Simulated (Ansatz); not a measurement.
Start from ZnTe in the zinc blende structure (space group F-43m, No. 216).

```yaml
crystal:
  lattice:
    - [0.00000, 3.03285, 3.03285]
    - [3.03285, 0.00000, 3.03285]
    - [3.03285, 3.03285, 0.00000]
  atoms:
    - { symbol: Te, position: [0.75000, 0.75000, 0.75000] }
    - { symbol: Zn, position: [0.00000, 0.00000, 0.00000] }
```

Cartesian axes are those of the cell as printed.

Calculations: Ansatz (a quantum-chemistry and plane-wave program) PBEsol, spin-orbit coupling left out.

Free-standing slabs (2 atom(s) a layer) normal to [110] with 15 Å of vacuum; in-plane cell held at bulk.

One change was made to it. Results:

| quantity | base | after |
|---|---|---|
| excess energy per area of both faces (slab less bulk energy over the cell's area: twice a surface energy) | – | 0.56 J/m² |
| band gap | 1.24 eV | 2.32 eV |
| gap character | – | indirect, Γ → Γ–Z (50 % along) |
| valence-band top at Γ (three highest levels, from the VBM) | 0.00, 0.00, 0.00 eV | 0.00, -0.94, -1.33 eV |

Question: Name the change that was made.
A. 2 layers
B. 4 layers
C. 5 layers
D. 6 layers

Answer: A, 2 layers. For comparison, the excess energy per area of both faces in the other runs: 5 layers gives 0.67 J/m²; 4 layers gives 0.66 J/m²; 6 layers gives 0.67 J/m².

Slab and bulk use different k-meshes, which limits the precision of the excess energy. Spin-orbit coupling, missing from the scalar runs, can matter with Te. Whether these cells are dynamically stable was not tested. k-point labels follow each cell's own Brillouin zone.
